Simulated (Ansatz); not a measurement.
# Preparing SiO2 (P3_121) as a host crystal, part 2 of 3

Before any defect goes in: SiO2 (P3_121) at rest, and how it screens a charge.

Ansatz 0.2.0; plane-wave PAW DFT, r2SCAN; relaxation of the host's cell and atoms; PAW set soft_1 (the session's first sound run).

So far. Step 3 (Dielectric tensors of the host): The principal values of the electronic dielectric tensor are 2.49, 2.49 and 2.52. The principal values of the static dielectric tensor are 4.64, 4.64 and 4.86.

## Step 5: Self-consistent run

This step: plane-wave PAW DFT, r2SCAN; single point of the defect-free supercell, a test of its k-points; PAW set soft_1 (Ansatz 0.2.0).

System of this step: SiO2 (P3_121). The cell holds 72 atoms: 24 Si and 48 O. Cell: a = 9.842 Å, b = 9.842 Å, c = 10.833 Å, α = 90.0°, β = 90.0°, γ = 120.0°.

File pristine.sampling/input.yaml:

```yaml
crystal:
  lattice:
    - [9.8422041343, 0.0, 0.0]
    - [-4.9211020672, 8.5235988096, 0.0]
    - [0.0, 0.0, 10.8330695259]
  atoms:
    - { symbol: Si, position: [0.2655143582, 0.2655143582, 0.0] }
    - { symbol: Si, position: [0.0, 0.2344856418, 0.3333333334] }
    - { symbol: Si, position: [0.2344856418, 0.0, 0.1666666666] }
    - { symbol: O, position: [0.1345190254, 0.2066064985, 0.3922921182] }
    - { symbol: O, position: [0.2933935015, 0.4279125269, 0.0589587848] }
    - { symbol: O, position: [0.0720874731, 0.3654809746, 0.2256254514] }
    - { symbol: O, position: [0.2066064985, 0.1345190254, 0.1077078818] }
    - { symbol: O, position: [0.3654809746, 0.0720874731, 0.2743745486] }
    - { symbol: O, position: [0.4279125269, 0.2933935015, 0.4410412152] }
    - { symbol: Si, position: [0.2655143582, 0.2655143582, 0.5] }
    - { symbol: Si, position: [0.0, 0.2344856418, 0.8333333333] }
    - { symbol: Si, position: [0.2344856418, 0.0, 0.6666666666] }
    - { symbol: O, position: [0.1345190254, 0.2066064985, 0.8922921182] }
    - { symbol: O, position: [0.2933935015, 0.4279125269, 0.5589587848] }
    - { symbol: O, position: [0.0720874731, 0.3654809746, 0.7256254514] }
    - { symbol: O, position: [0.2066064985, 0.1345190254, 0.6077078818] }
    - { symbol: O, position: [0.3654809746, 0.0720874731, 0.7743745486] }
    - { symbol: O, position: [0.4279125269, 0.2933935015, 0.9410412152] }
    - { symbol: Si, position: [0.2655143582, 0.7655143582, 0.0] }
    - { symbol: Si, position: [0.0, 0.7344856418, 0.3333333334] }
    - { symbol: Si, position: [0.2344856418, 0.5, 0.1666666666] }
    - { symbol: O, position: [0.1345190254, 0.7066064985, 0.3922921182] }
    - { symbol: O, position: [0.2933935015, 0.9279125269, 0.0589587848] }
    - { symbol: O, position: [0.0720874731, 0.8654809746, 0.2256254514] }
    - { symbol: O, position: [0.2066064985, 0.6345190254, 0.1077078818] }
    - { symbol: O, position: [0.3654809746, 0.5720874731, 0.2743745486] }
    - { symbol: O, position: [0.4279125269, 0.7933935015, 0.4410412152] }
    - { symbol: Si, position: [0.2655143582, 0.7655143582, 0.5] }
    - { symbol: Si, position: [0.0, 0.7344856418, 0.8333333333] }
    - { symbol: Si, position: [0.2344856418, 0.5, 0.6666666666] }
    - { symbol: O, position: [0.1345190254, 0.7066064985, 0.8922921182] }
    - { symbol: O, position: [0.2933935015, 0.9279125269, 0.5589587848] }
    - { symbol: O, position: [0.0720874731, 0.8654809746, 0.7256254514] }
    - { symbol: O, position: [0.2066064985, 0.6345190254, 0.6077078818] }
    - { symbol: O, position: [0.3654809746, 0.5720874731, 0.7743745486] }
    - { symbol: O, position: [0.4279125269, 0.7933935015, 0.9410412152] }
    - { symbol: Si, position: [0.7655143582, 0.2655143582, 0.0] }
    - { symbol: Si, position: [0.5, 0.2344856418, 0.3333333334] }
    - { symbol: Si, position: [0.7344856418, 0.0, 0.1666666666] }
    - { symbol: O, position: [0.6345190254, 0.2066064985, 0.3922921182] }
    - { symbol: O, position: [0.7933935015, 0.4279125269, 0.0589587848] }
    - { symbol: O, position: [0.5720874731, 0.3654809746, 0.2256254514] }
    - { symbol: O, position: [0.7066064985, 0.1345190254, 0.1077078818] }
    - { symbol: O, position: [0.8654809746, 0.0720874731, 0.2743745486] }
    - { symbol: O, position: [0.9279125269, 0.2933935015, 0.4410412152] }
    - { symbol: Si, position: [0.7655143582, 0.2655143582, 0.5] }
    - { symbol: Si, position: [0.5, 0.2344856418, 0.8333333333] }
    - { symbol: Si, position: [0.7344856418, 0.0, 0.6666666666] }
    - { symbol: O, position: [0.6345190254, 0.2066064985, 0.8922921182] }
    - { symbol: O, position: [0.7933935015, 0.4279125269, 0.5589587848] }
    - { symbol: O, position: [0.5720874731, 0.3654809746, 0.7256254514] }
    - { symbol: O, position: [0.7066064985, 0.1345190254, 0.6077078818] }
    - { symbol: O, position: [0.8654809746, 0.0720874731, 0.7743745486] }
    - { symbol: O, position: [0.9279125269, 0.2933935015, 0.9410412152] }
    - { symbol: Si, position: [0.7655143582, 0.7655143582, 0.0] }
    - { symbol: Si, position: [0.5, 0.7344856418, 0.3333333334] }
    - { symbol: Si, position: [0.7344856418, 0.5, 0.1666666666] }
    - { symbol: O, position: [0.6345190254, 0.7066064985, 0.3922921182] }
    - { symbol: O, position: [0.7933935015, 0.9279125269, 0.0589587848] }
    - { symbol: O, position: [0.5720874731, 0.8654809746, 0.2256254514] }
    - { symbol: O, position: [0.7066064985, 0.6345190254, 0.1077078818] }
    - { symbol: O, position: [0.8654809746, 0.5720874731, 0.2743745486] }
    - { symbol: O, position: [0.9279125269, 0.7933935015, 0.4410412152] }
    - { symbol: Si, position: [0.7655143582, 0.7655143582, 0.5] }
    - { symbol: Si, position: [0.5, 0.7344856418, 0.8333333333] }
    - { symbol: Si, position: [0.7344856418, 0.5, 0.6666666666] }
    - { symbol: O, position: [0.6345190254, 0.7066064985, 0.8922921182] }
    - { symbol: O, position: [0.7933935015, 0.9279125269, 0.5589587848] }
    - { symbol: O, position: [0.5720874731, 0.8654809746, 0.7256254514] }
    - { symbol: O, position: [0.7066064985, 0.6345190254, 0.6077078818] }
    - { symbol: O, position: [0.8654809746, 0.5720874731, 0.7743745486] }
    - { symbol: O, position: [0.9279125269, 0.7933935015, 0.9410412152] }
basis:
  ecutwfc: 500
  xc_grid: 2
hamiltonian:
  xc: r2scan
  pseudopotentials: { kind: paw, azcp: { folder: soft_1 } }
kpoints:
  mp_grid: { grid: [1, 1, 1], shift: [0.25, 0.25, 0.25] }
scf:
  occupations: { method: fermi_dirac, width: 0.01 }
  max_iter: 80
```

Command:

```sh
> ansatz run input.yaml --threads 8 --pin off --max-ram 22609MiB --backend cpu --events-out ev --progress --plain --runs-dir out
```

Numbers of over 12 decimals in the logs are rounded to 6 here.

What it wrote:

```text
[...]
Crystal: 72 atoms, lattice volume = 908.797 Å³
Basis set: ecut = 500 eV, 23025 PW (Γ), exchange–correlation on 144×144×160 points (8 copies of the dense FFT grid, shifted against one another)
Bands: 264, of which v1, the nominal top of the filled ones, is band 192 counted from 1 (191 counted from 0)
Symmetry: 8 space group operations
k-points: 1
[...]
SCF iter   1: F=—  HF=-42751.397042 eV  |F-HF|=—  |Δ(HF+E_count)|=         —  Δρ=1.31e-1  dr2=1.41e2  dr2_τ=1.64e1  ethr=3.10e-3  ⟨swp⟩=6.0  Hψ=1179  notcnv=0  defer=30
[...]
SCF iter   9: F=-42722.415429 eV  HF=-42722.415429 eV  |F-HF|=1.07e-8  |Δ(HF+E_count)|=   7.17e-8  Δρ=2.72e-6  dr2=4.63e-8  dr2_τ=2.35e-9  ethr=2.37e-10  ⟨swp⟩=3.0  Hψ=559  notcnv=0
SCF 1 converged in 9 iterations: F = -42722.415429 eV  dr2 = 4.63e-8
[...]
SCF converged after 9 iterations
Free energy (F): -42722.415429 eV
[...]
Internal energy: -42722.415429 eV  (E = F + TS)
E sigma→0 (E₀):  -42722.415429 eV
Fermi energy:    5.703655 eV
[...]
```

The job ended after 10 s (8 threads of Arm Neoverse V2, shared host; peak memory 2 GiB; 68 s of CPU time).

Numbers from this step:

| Property | Result |
| --- | --- |
| energy over dense mesh | -1.79e-4 eV/atom |

## Step 6: Defect free supercell relaxed from its symmetric sites

This cell, the one that will hold the defects, is built from the relaxed host. Its coarser k-points can move the atoms a little, so it is relaxed from the symmetric sites, as the reference for the test of stability.

This step: plane-wave PAW DFT, r2SCAN; relaxation of the defect-free supercell from its symmetric sites; PAW set soft_1 (Ansatz 0.2.0).

pristine.symmetric/input.yaml, as its differences from pristine.sampling/input.yaml of step 5:

```diff
@@ -89 +89,12 @@
   max_iter: 80
+output:
+  forces: true
+relax:
+  f_tol: 0.01
+  max_steps: 60
+  escape_saddle: false
+checkpoint:
+  write: "../pristine.symmetric.run"
+  compress: false
+  write_wavefunctions: false
+  write_every: 100000
```

What it wrote:

```text
[...]
Crystal: 72 atoms, lattice volume = 908.797 Å³
Basis set: ecut = 500 eV, 23025 PW (Γ), exchange–correlation on 144×144×160 points (8 copies of the dense FFT grid, shifted against one another)
Bands: 264, of which v1, the nominal top of the filled ones, is band 192 counted from 1 (191 counted from 0)
Symmetry: 8 space group operations
k-points: 1
[...]
SCF iter   1: F=—  HF=-42751.397042 eV  |F-HF|=—  |Δ(HF+E_count)|=         —  Δρ=1.31e-1  dr2=1.41e2  dr2_τ=1.64e1  ethr=3.10e-3  ⟨swp⟩=6.0  Hψ=1179  notcnv=0  defer=30
[...]
SCF iter   8: F=-42722.415428 eV  HF=-42722.415429 eV  |F-HF|=4.70e-7  |Δ(HF+E_count)|=   4.41e-6  Δρ=1.39e-5  dr2=1.29e-6  dr2_τ=5.75e-8  ethr=6.51e-10  ⟨swp⟩=3.0  Hψ=978  notcnv=0
SCF 1 converged in 8 iterations: F = -42722.415428 eV  dr2 = 1.29e-6
[...]
relax step   1: F+E_penalty+E_count = -42722.41542815 eV  Δ(F+E_penalty+E_count) = +0.000e0 eV  max|allowed force component| = 5.775e-3 eV/Å  Δτ_max = 0.0000 Å  (8 SCF iters, dr2 threshold 2.50e-6 eV, accepted)
[...]
SCF iter   3: F=-42722.415429 eV  HF=-42722.415429 eV  |F-HF|=6.21e-8  |Δ(HF+E_count)|=   9.60e-8  Δρ=2.05e-6  dr2=5.56e-8  dr2_τ=1.55e-9  ethr=2.60e-11  ⟨swp⟩=4.0  Hψ=626  notcnv=0
SCF 2 converged in 3 iterations: F = -42722.415429 eV  dr2 = 5.56e-8
relax step   2: F+E_penalty+E_count = -42722.41542870 eV  Δ(F+E_penalty+E_count) = -5.538e-7 eV  max|allowed force component| = 5.827e-3 eV/Å  Δτ_max = 0.0000 Å  (3 SCF iters, accepted)
[...]
SCF iter   2: F=-42722.415429 eV  HF=-42722.415429 eV  |F-HF|=2.80e-8  |Δ(HF+E_count)|=   3.74e-8  Δρ=1.33e-6  dr2=2.48e-8  dr2_τ=5.35e-10  ethr=1.44e-11  ⟨swp⟩=3.0  Hψ=581  notcnv=0
SCF 3 converged in 2 iterations: F = -42722.415429 eV  dr2 = 2.48e-8
SCF converged after 2 iterations
Free energy (F): -42722.415429 eV
[...]
Internal energy: -42722.415429 eV  (E = F + TS)
E sigma→0 (E₀):  -42722.415429 eV
Fermi energy:    5.703646 eV
[...]
--- Forces (eV/Å), atoms counted from 1 ---
  atom   1  Si     0.00134677     0.00193437     0.00000967
  atom   2  Si     0.00185193     0.00170788     0.00181456
  atom   3  Si     0.00013228     0.00238948    -0.00192853
  atom   4  O     -0.00259788    -0.00105305    -0.00574917
  atom   5  O      0.00261662     0.00132058    -0.00170434
  atom   6  O     -0.00000425    -0.00428441    -0.00202659
  atom   7  O      0.00076954    -0.00289261     0.00582734
  atom   8  O     -0.00392564    -0.00172142     0.00181812
  atom   9  O     -0.00026897     0.00246328     0.00193798
  atom  10  Si     0.00134677     0.00193437     0.00000967
  atom  11  Si     0.00185193     0.00170788     0.00181456
  atom  12  Si     0.00013228     0.00238948    -0.00192853
  atom  13  O     -0.00259788    -0.00105305    -0.00574917
  atom  14  O      0.00261662     0.00132058    -0.00170434
  atom  15  O     -0.00000425    -0.00428441    -0.00202659
  atom  16  O      0.00076954    -0.00289261     0.00582734
  atom  17  O     -0.00392564    -0.00172142     0.00181812
  atom  18  O     -0.00026897     0.00246328     0.00193798
  atom  19  Si     0.00134677     0.00193437     0.00000967
  atom  20  Si     0.00185193     0.00170788     0.00181456
  atom  21  Si     0.00013228     0.00238948    -0.00192853
  atom  22  O     -0.00259788    -0.00105305    -0.00574917
  atom  23  O      0.00261662     0.00132058    -0.00170434
  atom  24  O     -0.00000425    -0.00428441    -0.00202659
  atom  25  O      0.00076954    -0.00289261     0.00582734
  atom  26  O     -0.00392564    -0.00172142     0.00181812
  atom  27  O     -0.00026897     0.00246328     0.00193798
  atom  28  Si     0.00134677     0.00193437     0.00000967
  atom  29  Si     0.00185193     0.00170788     0.00181456
  atom  30  Si     0.00013228     0.00238948    -0.00192853
  atom  31  O     -0.00259788    -0.00105305    -0.00574917
  atom  32  O      0.00261662     0.00132058    -0.00170434
  atom  33  O     -0.00000425    -0.00428441    -0.00202659
  atom  34  O      0.00076954    -0.00289261     0.00582734
  atom  35  O     -0.00392564    -0.00172142     0.00181812
  atom  36  O     -0.00026897     0.00246328     0.00193798
  atom  37  Si     0.00134677     0.00193437     0.00000967
  atom  38  Si     0.00185193     0.00170788     0.00181456
  atom  39  Si     0.00013228     0.00238948    -0.00192853
  atom  40  O     -0.00259788    -0.00105305    -0.00574917
[...]
atom  61  O      0.00076954    -0.00289261     0.00582734
  atom  62  O     -0.00392564    -0.00172142     0.00181812
  atom  63  O     -0.00026897     0.00246328     0.00193798
  atom  64  Si     0.00134677     0.00193437     0.00000967
  atom  65  Si     0.00185193     0.00170788     0.00181456
  atom  66  Si     0.00013228     0.00238948    -0.00192853
  atom  67  O     -0.00259788    -0.00105305    -0.00574917
  atom  68  O      0.00261662     0.00132058    -0.00170434
  atom  69  O     -0.00000425    -0.00428441    -0.00202659
  atom  70  O      0.00076954    -0.00289261     0.00582734
  atom  71  O     -0.00392564    -0.00172142     0.00181812
  atom  72  O     -0.00026897     0.00246328     0.00193798
  max |Σ_I F_I| component: 1.09e-3 eV/Å
--- Relaxed structure (2 steps of the walk, 2 accepted, 0 SCFs on fresh bases) ---
  F+E_penalty+E_count = -42722.41542870 eV   max|allowed force component| = 5.827e-3 eV/Å
  atoms:
    - { symbol: Si, position: [0.2655143582, 0.265514, 4.1376367353436905e-17] }
    - { symbol: Si, position: [1.3877787807814457e-17, 0.2344856418, 0.333333] }
    - { symbol: Si, position: [0.234486, 0, 0.166667] }
    - { symbol: O, position: [0.1345190254, 0.206606, 0.392292] }
    - { symbol: O, position: [0.293394, 0.427913, 0.058959] }
    - { symbol: O, position: [0.072087, 0.3654809746, 0.225625] }
    - { symbol: O, position: [0.2066064985, 0.1345190254, 0.107708] }
    - { symbol: O, position: [0.3654809746, 0.0720874731, 0.274375] }
    - { symbol: O, position: [0.427913, 0.2933935015, 0.441041] }
    - { symbol: Si, position: [0.2655143582, 0.265514, 0.5] }
    - { symbol: Si, position: [1.3877787807814457e-17, 0.2344856418, 0.833333] }
    - { symbol: Si, position: [0.234486, 0, 0.666667] }
    - { symbol: O, position: [0.1345190254, 0.206606, 0.892292] }
    - { symbol: O, position: [0.293394, 0.427913, 0.558959] }
    - { symbol: O, position: [0.072087, 0.3654809746, 0.725625] }
    - { symbol: O, position: [0.2066064985, 0.1345190254, 0.607708] }
    - { symbol: O, position: [0.3654809746, 0.0720874731, 0.774375] }
    - { symbol: O, position: [0.427913, 0.2933935015, 0.941041] }
    - { symbol: Si, position: [0.265514, 0.765514, 4.1376367353436905e-17] }
    - { symbol: Si, position: [-5.551115123125783e-17, 0.7344856418, 0.333333] }
    - { symbol: Si, position: [0.234486, 0.5, 0.166667] }
    - { symbol: O, position: [0.1345190254, 0.7066064985, 0.392292] }
    - { symbol: O, position: [0.293394, 0.927913, 0.058959] }
    - { symbol: O, position: [0.072087, 0.865481, 0.225625] }
    - { symbol: O, position: [0.206606, 0.634519, 0.107708] }
    - { symbol: O, position: [0.365481, 0.5720874731, 0.274375] }
    - { symbol: O, position: [0.427913, 0.7933935015, 0.441041] }
    - { symbol: Si, position: [0.265514, 0.765514, 0.5] }
    - { symbol: Si, position: [-5.551115123125783e-17, 0.7344856418, 0.833333] }
    - { symbol: Si, position: [0.234486, 0.5, 0.666667] }
    - { symbol: O, position: [0.1345190254, 0.7066064985, 0.892292] }
    - { symbol: O, position: [0.293394, 0.927913, 0.558959] }
    - { symbol: O, position: [0.072087, 0.865481, 0.725625] }
    - { symbol: O, position: [0.206606, 0.634519, 0.607708] }
    - { symbol: O, position: [0.365481, 0.5720874731, 0.774375] }
    - { symbol: O, position: [0.427913, 0.7933935015, 0.941041] }
    - { symbol: Si, position: [0.7655143582, 0.265514, 4.1376367353436905e-17] }
    - { symbol: Si, position: [0.5, 0.234486, 0.333333] }
    - { symbol: Si, position: [0.734486, 0.0, 0.166667] }
    - { symbol: O, position: [0.6345190254, 0.2066064985, 0.392292] }
    - { symbol: O, position: [0.793394, 0.427913, 0.058959] }
    - { symbol: O, position: [0.5720874731, 0.3654809746, 0.225625] }
    - { symbol: O, position: [0.706606, 0.1345190254, 0.107708] }
    - { symbol: O, position: [0.8654809746, 0.0720874731, 0.274375] }
    - { symbol: O, position: [0.9279125269, 0.293394, 0.441041] }
    - { symbol: Si, position: [0.7655143582, 0.265514, 0.5] }
    - { symbol: Si, position: [0.5, 0.234486, 0.833333] }
    - { symbol: Si, position: [0.734486, 0.0, 0.666667] }
    - { symbol: O, position: [0.6345190254, 0.2066064985, 0.892292] }
    - { symbol: O, position: [0.793394, 0.427913, 0.558959] }
    - { symbol: O, position: [0.5720874731, 0.3654809746, 0.725625] }
    - { symbol: O, position: [0.706606, 0.1345190254, 0.607708] }
    - { symbol: O, position: [0.8654809746, 0.0720874731, 0.774375] }
    - { symbol: O, position: [0.9279125269, 0.293394, 0.941041] }
    - { symbol: Si, position: [0.765514, 0.765514, 4.1376367353436905e-17] }
    - { symbol: Si, position: [0.5, 0.7344856418, 0.333333] }
    - { symbol: Si, position: [0.734486, 0.500000, 0.166667] }
    - { symbol: O, position: [0.634519, 0.7066064985, 0.392292] }
    - { symbol: O, position: [0.793394, 0.9279125269, 0.058959] }
    - { symbol: O, position: [0.5720874731, 0.8654809746, 0.225625] }
    - { symbol: O, position: [0.7066064985, 0.6345190254, 0.107708] }
    - { symbol: O, position: [0.865481, 0.5720874731, 0.274375] }
    - { symbol: O, position: [0.927913, 0.7933935015, 0.441041] }
    - { symbol: Si, position: [0.765514, 0.765514, 0.5] }
    - { symbol: Si, position: [0.5, 0.7344856418, 0.833333] }
    - { symbol: Si, position: [0.734486, 0.500000, 0.666667] }
    - { symbol: O, position: [0.634519, 0.7066064985, 0.892292] }
    - { symbol: O, position: [0.793394, 0.9279125269, 0.558959] }
    - { symbol: O, position: [0.5720874731, 0.8654809746, 0.725625] }
    - { symbol: O, position: [0.7066064985, 0.6345190254, 0.607708] }
    - { symbol: O, position: [0.865481, 0.5720874731, 0.774375] }
    - { symbol: O, position: [0.927913, 0.7933935015, 0.941041] }
```

The job ended after 19 s (8 threads; peak memory 2 GiB).

No atom moved by 0.005 Å in the relaxation.

(Part 2 of 3 ends here.)

[Logs are printed without paths, hosts, clocks, repeated set-up lines and the standing remarks that a program may print on its own settings, such as how far it seeks lower states.]

[Hosts, paths, dates, database ids (printed as entryN), source tags and the programs' standing remarks are cut or masked in the printed files.]

[Runs of the host that timed out are not shown.]

[For some hosts the program warned that the k-mesh of the response run may be too coarse for force constants and the static dielectric constant; such warnings are not always shown.]
